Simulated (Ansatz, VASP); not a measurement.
# Cross-check of Ga2O3 between VASP and Ansatz, part 2 of 3

Wanted: the spread between two codes on one cell, functional and k mesh. Of the first pair: The two relaxations start from unlike cells of this crystal (the structure described is Ansatz's start), so only their ends are compared.

VASP 6.6.1 and Ansatz 0.2.0.

So far: The starting structure; Ansatz: relaxation of cell and atoms, BLYP with D3(BJ).

## Step 3: VASP: relaxation of cell and atoms, BLYP with D3(BJ)

Level of this step: BLYP with D3(BJ); plane waves and PAW (Ga_d, O) (VASP).

Its own start cell and the same functional (in two slightly different forms), mesh and smearing now go to VASP, with its own data sets.

Lines of VASP's logs that name or quote its potential files are left out, and so is its time.

INCAR reads:

```
SYSTEM = Ga2O3
PREC = Accurate
ENCUT = 600
EDIFF = 1E-07
NELM = 120
ISMEAR = 0
SIGMA = 0.02
LREAL = .FALSE.
ALGO = Normal
GGA = B5
ALDAX = 1
AGGAX = 1
AGGAC = 1
ALDAC = 0
IVDW = 12
VDW_S6 = 1
VDW_S8 = 2.6996
VDW_A1 = 0.4298
VDW_A2 = 4.2359
NBANDS = 54
LORBIT = 11
LWAVE = .FALSE.
LCHARG = .FALSE.
ISIF = 3
IBRION = 2
NSW = 80
EDIFFG = -0.005
LASPH = .TRUE.
GGA_COMPAT = .FALSE.
NELMIN = 4
EFERMI = MIDGAP
KPAR = 2
```

POSCAR reads:

```
Ga2O3
1.0
    6.2065012762     -1.5426309997      0.0095386210
    6.2065012762      1.5426309997      0.0095386210
   -1.3997737848      0.0000000000      5.7123552035
Ga O
4 6
Direct
    0.0906915247      0.0906915247      0.7947150057
    0.9093084753      0.9093084753      0.2052849943
    0.6588704864      0.6588704864      0.3130897802
    0.3411294934      0.3411294934      0.6869100422
    0.1659456504      0.1659456504      0.1084494310
    0.8340543496      0.8340543496      0.8915505690
    0.1731538120      0.1731538120      0.5622544954
    0.8268461880      0.8268461880      0.4377455046
    0.4963029805      0.4963029805      0.2555206089
    0.5036969994      0.5036969994      0.7444792134
```

KPOINTS reads:

```
Automatic mesh
0
Gamma
8 8 4
0 0 0
```

The projector-augmented-wave data sets are Ga_d and O (PBE family, release 64).

Started as:

```sh
$ mpirun -np 2 vasp_std
```

Numbers of over 12 decimals in the logs are rounded to 6 here.

What it wrote:

```text
[banner, memory and clock lines left out]
running    2 mpi-ranks, on    1 nodes
 distrk:  each k-point on    1 cores,    2 groups
 distr:  one band on    1 cores,    1 groups

 POSCAR found type information on POSCAR GaO
 POSCAR found :  2 types and      10 ions
|                                                                             |
|               ----> ADVICE to this user running VASP <----                  |
|                                                                             |
|     You enforced a specific xc type in the INCAR file but a different       |
|     [... a line on the potential file left out ...]
|     I HOPE YOU KNOW WHAT YOU ARE DOING!                                     |
|                                                                             |

 LDA part: xc-table for (Slater(with rela. corr.)+VWN5), standard interpolation
 POSCAR, INCAR and KPOINTS ok, starting setup
 FFT: planning ... GRIDC
 FFT: planning ... GRID_SOFT
 FFT: planning ... GRID
 WAVECAR not read
 entering main loop
       N       E                     dE             d eps       ncg     rms          rms(c)
DAV:   1     0.130128801066E+04    0.13013E+04   -0.44030E+04  9956   0.323E+03
DAV:   2     0.229715595590E+03   -0.10716E+04   -0.10117E+04  8584   0.872E+02
DAV:   3    -0.427025568021E+02   -0.27242E+03   -0.26485E+03  9860   0.279E+02
DAV:   4    -0.657397226599E+02   -0.23037E+02   -0.22775E+02 10312   0.867E+01
DAV:   5    -0.666194944556E+02   -0.87977E+00   -0.87777E+00 10968   0.174E+01    0.193E+01
DAV:   6    -0.554860526280E+02    0.11133E+02   -0.41221E+01 15418   0.678E+01    0.517E+00
DAV:   7    -0.556739918863E+02   -0.18794E+00   -0.38103E+00  9378   0.115E+01    0.356E+00
DAV:   8    -0.556319423717E+02    0.42050E-01   -0.68653E-01 11974   0.779E+00    0.145E+00
DAV:   9    -0.555915537405E+02    0.40389E-01   -0.18891E-01 12200   0.560E+00    0.275E-01
DAV:  10    -0.555929629854E+02   -0.14092E-02   -0.23620E-02 10362   0.116E+00    0.138E-01
DAV:  11    -0.555933215498E+02   -0.35856E-03   -0.25735E-03 10918   0.746E-01    0.853E-02
DAV:  12    -0.555933370411E+02   -0.15491E-04   -0.78058E-04 11080   0.460E-01    0.190E-02
DAV:  13    -0.555933492719E+02   -0.12231E-04   -0.17608E-04 12632   0.938E-02    0.628E-03
DAV:  14    -0.555933512690E+02   -0.19971E-05   -0.20932E-05 13358   0.693E-02    0.853E-03
DAV:  15    -0.555933502848E+02    0.98420E-06   -0.44541E-06 14430   0.374E-02    0.254E-03
DAV:  16    -0.555933502954E+02   -0.10597E-07   -0.22963E-06  9228   0.118E-02    0.104E-03
DAV:  17    -0.555933502257E+02    0.69687E-07   -0.19343E-07  6088   0.457E-03
   1 F= -.59752190E+02 E0= -.59752190E+02  d E =-.597522E+02
 curvature:   0.00 expect dE= 0.000E+00 dE for cont linesearch  0.000E+00
 trial: gam= 0.00000 g(F)=  0.166E-05 g(S)=  0.350E-04 ort = 0.000E+00 (trialstep = 0.100E+01)
 search vector abs. value=  0.366E-04
 bond charge predicted
       N       E                     dE             d eps       ncg     rms          rms(c)
DAV:   1    -0.555908622562E+02    0.24880E-02   -0.58505E-03 13104   0.835E-01    0.117E-01
DAV:   2    -0.555906163681E+02    0.24589E-03   -0.75376E-04 13002   0.269E-01    0.489E-02
DAV:   3    -0.555905599519E+02    0.56416E-04   -0.10154E-04 13618   0.150E-01    0.157E-02
DAV:   4    -0.555905515673E+02    0.83846E-05   -0.22611E-05 15066   0.519E-02    0.412E-03
DAV:   5    -0.555905516226E+02   -0.55294E-07   -0.66890E-06  9912   0.304E-02    0.126E-03
DAV:   6    -0.555905516677E+02   -0.45029E-07   -0.51660E-07  9144   0.974E-03
   2 F= -.59752185E+02 E0= -.59752185E+02  d E =0.452959E-05
 trial-energy change:    0.000005  1 .order   -0.000004   -0.000037    0.000029
 step:   0.3786(harm=  0.5584)  dis= 0.00005  next Energy=   -59.752196 (dE=-0.648E-05)
 bond charge predicted
       N       E                     dE             d eps       ncg     rms          rms(c)
DAV:   1    -0.555924135956E+02   -0.18620E-02   -0.22540E-03 13144   0.519E-01    0.730E-02
DAV:   2    -0.555923219569E+02    0.91639E-04   -0.29148E-04 13008   0.166E-01    0.304E-02
DAV:   3    -0.555923016619E+02    0.20295E-04   -0.38573E-05 13610   0.922E-02    0.977E-03
DAV:   4    -0.555922981648E+02    0.34971E-05   -0.87367E-06 14722   0.296E-02    0.251E-03
DAV:   5    -0.555922980171E+02    0.14771E-06   -0.24383E-06  9736   0.177E-02    0.799E-04
DAV:   6    -0.555922979206E+02    0.96468E-07   -0.16437E-07  5702   0.627E-03
   3 F= -.59752195E+02 E0= -.59752195E+02  d E =-.506283E-05
 curvature:  -0.23 expect dE=-0.262E-05 dE for cont linesearch -0.232E-05
 trial: gam=-0.21491 g(F)=  0.990E-06 g(S)=  0.102E-04 ort = 0.191E-04 (trialstep = 0.876E+00)
 search vector abs. value=  0.471E-05
 reached required accuracy - stopping structural energy minimisation
```

OUTCAR, selected parts (step 3):

```text
ion  position               nearest neighbor table
   1  0.091  0.091  0.795-   5 1.86  10 1.87  10 1.87   7 1.89
   2  0.909  0.909  0.205-   6 1.86   9 1.87   9 1.87   8 1.89
   3  0.659  0.659  0.313-   9 1.97   5 1.97   5 1.97   8 2.04   7 2.11   7 2.11
   4  0.341  0.341  0.687-  10 1.97   6 1.97   6 1.97   7 2.04   8 2.11   8 2.11
   5  0.166  0.166  0.108-   1 1.86   3 1.97   3 1.97
   6  0.834  0.834  0.892-   2 1.86   4 1.97   4 1.97
   7  0.173  0.173  0.562-   1 1.89   4 2.04   3 2.11   3 2.11
   8  0.827  0.827  0.438-   2 1.89   3 2.04   4 2.11   4 2.11
   9  0.496  0.496  0.256-   2 1.87   2 1.87   3 1.97
  10  0.504  0.504  0.744-   1 1.87   1 1.87   4 1.97

  LATTYP: Found a base centered monoclinic cell.
 ALAT       =    12.4130172121
 B/A-ratio  =     0.2485505294
 C/A-ratio  =     0.4738056525
 COS(beta)  =    -0.2365088180

 Subroutine GETGRP returns: Found  4 space group operations
 (whereof  4 operations were pure point group operations)

The static configuration has the point symmetry C_2h.

 Found     78 irreducible k-points:

   k-points           NKPTS =     78   k-points in BZ     NKDIM =     78   number of bands    NBANDS=     54

   dimension x,y,z NGX =    54 NGY =   54 NGZ =   48
   dimension x,y,z NGXF=   108 NGYF=  108 NGZF=   96

   ENCUT  =  600.0 eV  44.10 Ry    6.64 a.u.  12.77 12.77 11.75*2*pi/ulx,y,z

   NELECT =      88.0000    total number of electrons

 k-points in reciprocal lattice and weights: Automatic mesh
   0.00000000  0.00000000  0.00000000       0.004
   0.12500000 -0.00000000  0.00000000       0.016
   0.25000000 -0.00000000  0.00000000       0.016
   0.37500000 -0.00000000  0.00000000       0.016
   0.50000000 -0.00000000  0.00000000       0.008
   0.12500000  0.12500000  0.00000000       0.008
   0.25000000  0.12500000  0.00000000       0.016
   0.37500000  0.12500000  0.00000000       0.016
   0.50000000  0.12500000  0.00000000       0.016
[...]
-0.37500000  0.37500000  0.50000000       0.008
   0.50000000  0.50000000  0.50000000       0.004

 Edisp (eV)   -4.16163

 average (electrostatic) potential at core
       1 -64.6711       2 -64.6711       3 -64.5787       4 -64.5787       5 -69.8776
       6 -69.8776       7 -70.2863       8 -70.2863       9 -70.1477      10 -70.1477

 E-fermi :   4.8079

 k-point     1 :       0.0000    0.0000    0.0000
  band No.  band energies     occupation
    ...
     40       3.0856      2.00000
     41       3.1122      2.00000
     42       3.2933      2.00000
     43       3.4987      2.00000
     44       3.7420      2.00000
     45       5.8483      0.00000
     46       9.1193      0.00000
     47      10.0357      0.00000
     48      10.2948      0.00000
     49      11.4596      0.00000
    ...

 k-point     2 :       0.1250   -0.0000    0.0000
  band No.  band energies     occupation
    ...
     40       2.7664      2.00000
     41       2.9121      2.00000
     42       3.2312      2.00000
     43       3.4229      2.00000
     44       3.7397      2.00000
     45       6.6955      0.00000
     46       9.3860      0.00000
     47      10.2113      0.00000
     48      10.7726      0.00000
     49      11.9161      0.00000
    ...

 k-point     3 :       0.2500   -0.0000    0.0000
  band No.  band energies     occupation
    ...
     40       2.6524      2.00000
     41       2.7597      2.00000
     42       3.0709      2.00000
     43       3.2867      2.00000
     44       3.7214      2.00000
     45       8.1509      0.00000
     46       9.7413      0.00000
     47      10.1966      0.00000
     48      11.3302      0.00000
     49      12.1813      0.00000
    ...

 Edisp (eV)   -4.15990

  Total      -0.04352    -0.00531    -0.01415     0.00000     0.00000    -0.00036
  in kB      -0.63735    -0.07772    -0.20721     0.00000     0.00000    -0.00520
  external pressure =       -0.31 kB  Pullay stress =        0.00 kB

  energy-cutoff  :      600.00
  volume of cell :      109.40
      direct lattice vectors                 reciprocal lattice vectors
     6.205684282 -1.542544704  0.009527725     0.080540993 -0.324139714  0.019734755
     6.205684282  1.542544704  0.009527725     0.080540993  0.324139714  0.019734755
    -1.399599033  0.000000000  5.712008833    -0.000268687  0.000000000  0.175003921

 POSITION                                       TOTAL-FORCE (eV/Angst)
 -----------------------------------------------------------------------------------
      0.01328      0.00000      4.54112        -0.000552      0.000000     -0.000397
     10.99849      0.00000      1.18994         0.000552      0.000000      0.000397
      7.73931      0.00000      1.80091         0.001923      0.000000     -0.000589
      3.27246      0.00000      3.93015        -0.001923      0.000000      0.000589
      1.90782      0.00000      0.62261         0.000549      0.000000     -0.001017
      9.10395      0.00000      5.10845        -0.000549      0.000000      0.001017
      1.36218      0.00000      3.21490         0.000792      0.000000     -0.000475
      9.64959      0.00000      2.51616        -0.000792      0.000000      0.000475
      5.80216      0.00000      1.46902         0.000523      0.000000      0.001813
      5.20961      0.00000      4.26205        -0.000523      0.000000     -0.001813
 -----------------------------------------------------------------------------------
    total drift:                               -0.000151      0.000000      0.001646

  FREE ENERGIE OF THE ION-ELECTRON SYSTEM (eV)
  ---------------------------------------------------
  free  energy   TOTEN  =       -59.7521950268 eV

  energy  without entropy=      -59.7521950268  energy(sigma->0) =      -59.75219503

 reached required accuracy - stopping structural energy minimisation

 total charge
# of ion       s       p       d       tot
------------------------------------------
    1        0.722   0.800  10.238  11.761
    2        0.722   0.800  10.238  11.761
    3        0.651   0.664  10.216  11.532
    4        0.651   0.664  10.216  11.532
    5        1.544   3.507   0.000   5.051
    6        1.544   3.507   0.000   5.051
    7        1.548   3.501   0.000   5.049
    8        1.548   3.501   0.000   5.049
    9        1.540   3.537   0.000   5.077
   10        1.540   3.537   0.000   5.077
--------------------------------------------------
tot         12.010  24.019  40.909  76.938

[... 3 further parts left out ...]
```

The run keeps the 4 symmetry operations of its start, so it cannot find a distortion of lower symmetry.

## Step 4: Side by side

Known differences besides the potentials themselves: the cutoff is 420 eV in Ansatz and 600 eV in VASP; Ansatz makes its cores anew for this functional, VASP keeps those of its PBE data sets; VASP's log shows a relativistic correction to its local exchange, Ansatz's none; Ansatz adds a Pulay correction to the stress that steers its cell, VASP none. Total energies have different zeros and are not compared.

The two programs side by side:

| quantity | Ansatz | VASP | difference |
| --- | --- | --- | --- |
| volume (Å³) | 108.38 | 109.40 | -0.93 % |
| edge a after relaxation, in the typed setting (Å) | 6.376 | 6.394 | -0.30 % |
| edge c after relaxation, in the typed setting (Å) | 5.862 | 5.881 | -0.32 % |

## Step 5: Ansatz: relaxation of cell and atoms, PBEsol with D3(BJ)

The relaxed volume is the usual yardstick between codes: in a stiff, nearly cubic crystal its relative difference is about their pressure difference at one cell divided by the bulk modulus.

The cell is taken from a series of runs on this material, whose earlier steps may have relaxed, scaled, displaced or heated it; both programs get it as it stands.

input.yaml reads:

```yaml
crystal:
  lattice:
    - [6.107, -1.51855, 0.0]
    - [6.107, 1.51855, 0.0]
    - [-1.3859888959, 0.0, 5.630008738]
  atoms:
    - { symbol: Ga, position: [0.0905, 0.0905, 0.7946] }
    - { symbol: Ga, position: [0.9095, 0.9095, 0.2054] }
    - { symbol: Ga, position: [0.65866, 0.65866, 0.31402] }
    - { symbol: Ga, position: [0.34134, 0.34134, 0.68598] }
    - { symbol: O, position: [0.1645, 0.1645, 0.1098] }
    - { symbol: O, position: [0.8355, 0.8355, 0.8902] }
    - { symbol: O, position: [0.1733, 0.1733, 0.5632] }
    - { symbol: O, position: [0.8267, 0.8267, 0.4368] }
    - { symbol: O, position: [0.4959, 0.4959, 0.2566] }
    - { symbol: O, position: [0.5041, 0.5041, 0.7434] }
kpoints:
  mp_grid: { grid: [8, 8, 4] }
hamiltonian:
  xc: pbesol
  dispersion: d3bj
scf:
  occupations: { method: gaussian, width: 0.02 }
output:
  forces: true
  stress: true
  eigenvalues: true
relax:
  adjacent_minimum: "off"
  f_tol: 0.005
  max_steps: 60
  cell: { stress_tol: 0.03 }
```

Started as:

```sh
$ ansatz run input.yaml --threads 4 --pin off --max-ram 16384MiB --backend cpu --events-out ev --progress --plain --runs-dir out
```

What it wrote:

```text
[...]
Crystal: 10 atoms, lattice volume = 104.423 Å³
Basis set: ecut = 420 eV, 2037 PW (Γ), FFT grids on a1−a2, a2, a3, exchange–correlation on 48×90×80 points (8 copies of the dense FFT grid, shifted against one another)
Bands: 54, of which v1, the nominal top of the filled ones, is band 44 counted from 1 (43 counted from 0)
Symmetry: 4 space group operations
[...]
- { symbol: Ga, position: [0.659017, 0.659017, 0.314225] }
    - { symbol: Ga, position: [0.340983, 0.340983, 0.685775] }
    - { symbol: O, position: [0.167168, 0.167168, 0.109587] }
    - { symbol: O, position: [0.832832, 0.832832, 0.890413] }
    - { symbol: O, position: [0.172698, 0.172698, 0.561379] }
    - { symbol: O, position: [0.827302, 0.827302, 0.438621] }
    - { symbol: O, position: [0.496312, 0.496312, 0.254746] }
    - { symbol: O, position: [0.503688, 0.503688, 0.745254] }
[key lines of the parts left out:]
SCF converged after 5 iterations
Free energy (F): -18343.514143 eV
Fermi energy:    9.325592 eV
P = ⅓ Tr σ = -0.0023 GPa (-0.023 kbar)
```

## Step 6: VASP: relaxation of cell and atoms, PBEsol with D3(BJ)

The same cell, functional, mesh and smearing now go to VASP, with its own data sets.

INCAR, as its differences from that of step 3:

```diff
@@ -9,12 +9,4 @@
 ALGO = Normal
-GGA = B5
-ALDAX = 1
-AGGAX = 1
-AGGAC = 1
-ALDAC = 0
+GGA = PS
 IVDW = 12
-VDW_S6 = 1
-VDW_S8 = 2.6996
-VDW_A1 = 0.4298
-VDW_A2 = 4.2359
 NBANDS = 54
```

POSCAR reads:

```
Ga2O3
1.0
    6.1070000000     -1.5185500000      0.0000000000
    6.1070000000      1.5185500000      0.0000000000
   -1.3859890000      0.0000000000      5.6300090000
Ga O
4 6
Direct
    0.0904999854      0.0904999854      0.7945999731
    0.9095000146      0.9095000146      0.2054000269
    0.6586599935      0.6586599935      0.3140199243
    0.3413399863      0.3413399863      0.6859798981
    0.1644999668      0.1644999668      0.1098000021
    0.8355000332      0.8355000332      0.8901999979
    0.1732999826      0.1732999826      0.5631999878
    0.8267000174      0.8267000174      0.4368000122
    0.4959000083      0.4959000083      0.2565999450
    0.5040999716      0.5040999716      0.7433998773
```

KPOINTS is that of step 3.

Started as:

```sh
$ mpirun -np 2 vasp_std
```

What it wrote:

```text
[banner, memory and clock lines left out]
running    2 mpi-ranks, on    1 nodes
[...]
[... a notice as in an earlier step ...]

 LDA part: xc-table for (Slater+PW92), standard interpolation
 POSCAR, INCAR and KPOINTS ok, starting setup
[...]
entering main loop
       N       E                     dE             d eps       ncg     rms          rms(c)
DAV:   1     0.128188802624E+04    0.12819E+04   -0.43687E+04  9848   0.327E+03
DAV:   2     0.222676279738E+03   -0.10592E+04   -0.10007E+04  8504   0.875E+02
DAV:   3    -0.482433589874E+02   -0.27092E+03   -0.26294E+03  9746   0.280E+02
DAV:   4    -0.711052141458E+02   -0.22862E+02   -0.22589E+02 10210   0.868E+01
[...]
DAV:  15    -0.638956148956E+02    0.10430E-05   -0.36168E-06 13634   0.255E-02    0.281E-03
DAV:  16    -0.638956148743E+02    0.21299E-07   -0.16267E-06 10578   0.118E-02    0.699E-04
DAV:  17    -0.638956148866E+02   -0.12275E-07   -0.15339E-07  6134   0.264E-03
   1 F= -.65588221E+02 E0= -.65588221E+02  d E =-.655882E+02
[... from here on, the cycles between the ionic steps are left out ...]
   2 F= -.65589817E+02 E0= -.65589817E+02  d E =-.159669E-02
   9 F= -.65592867E+02 E0= -.65592867E+02  d E =-.379490E-03
  10 F= -.65593098E+02 E0= -.65593098E+02  d E =-.231737E-03
  11 F= -.65593178E+02 E0= -.65593178E+02  d E =-.310951E-03
  12 F= -.65593269E+02 E0= -.65593269E+02  d E =-.914582E-04
  13 F= -.65593272E+02 E0= -.65593272E+02  d E =-.938933E-04
  14 F= -.65593270E+02 E0= -.65593270E+02  d E =-.920169E-04
  15 F= -.65593272E+02 E0= -.65593272E+02  d E =-.942713E-04
  16 F= -.65593295E+02 E0= -.65593295E+02  d E =-.235799E-04
  17 F= -.65593301E+02 E0= -.65593301E+02  d E =-.286417E-04
  18 F= -.65593301E+02 E0= -.65593301E+02  d E =-.291222E-04
  19 F= -.65593306E+02 E0= -.65593306E+02  d E =-.524097E-05
 trial-energy change:   -0.000005  1 .order   -0.000006   -0.000015    0.000002
 step:   0.7062(harm=  0.7547)  dis= 0.00024  next Energy=   -65.593306 (dE=-0.541E-05)
 reached required accuracy - stopping structural energy minimisation
```

Parts of OUTCAR (step 6):

```text
 Edisp (eV)   -1.69897

 Edisp (eV)   -1.69935

  Total       0.01226     0.00143     0.03924     0.00000     0.00000    -0.01089
  in kB       0.18890     0.02201     0.60444     0.00000     0.00000    -0.16778
  external pressure =        0.27 kB  Pullay stress =        0.00 kB

 POSITION                                       TOTAL-FORCE (eV/Angst)
 -----------------------------------------------------------------------------------
      0.01248      0.00000      4.47254         0.003764      0.000000      0.000607
     10.80133      0.00000      1.16189        -0.003764      0.000000     -0.000607
      7.60229      0.00000      1.77315        -0.000693      0.000000      0.002163
      3.21153      0.00000      3.86127         0.000693      0.000000     -0.002163
      1.88724      0.00000      0.61593         0.001068      0.000000     -0.000162
      8.92658      0.00000      5.01849        -0.001068      0.000000      0.000162
      1.33200      0.00000      3.15741         0.000291      0.000000     -0.001469
      9.48182      0.00000      2.47701        -0.000291      0.000000      0.001469
      5.70061      0.00000      1.43894        -0.002098     -0.000000     -0.000023
      5.11321      0.00000      4.19548         0.002098      0.000000      0.000023
 -----------------------------------------------------------------------------------
    total drift:                               -0.000158     -0.000000      0.001603

  FREE ENERGIE OF THE ION-ELECTRON SYSTEM (eV)
  ---------------------------------------------------
  free  energy   TOTEN  =       -65.5933062447 eV

  energy  without entropy=      -65.5933062447  energy(sigma->0) =      -65.59330624

[... 2 parts as in an earlier step ...]

[... 2 further parts left out ...]
[key lines of the parts left out:]
E-fermi :   4.9851
```

## Step 7: Differences

The two programs side by side:

```csv
quantity,Ansatz,VASP,difference
volume (Å³),103.98,104.01,-0.03 %
"edge a after relaxation, in the typed setting (Å)",6.282,6.281,+0.00 %
"edge c after relaxation, in the typed setting (Å)",5.787,5.785,+0.03 %
```

(Continued in part 3 of 3.)

[Lines on the potential files, build, host, timing and source positions are cut from VASP's logs without a mark.]

[Logs are printed without paths, hosts, clocks, repeated set-up lines and the standing remarks that a program may print on its own settings, such as how far it seeks lower states.]

[Hosts, paths, dates, database ids (printed as entryN), source tags and the programs' standing remarks are cut or masked in the printed files.]
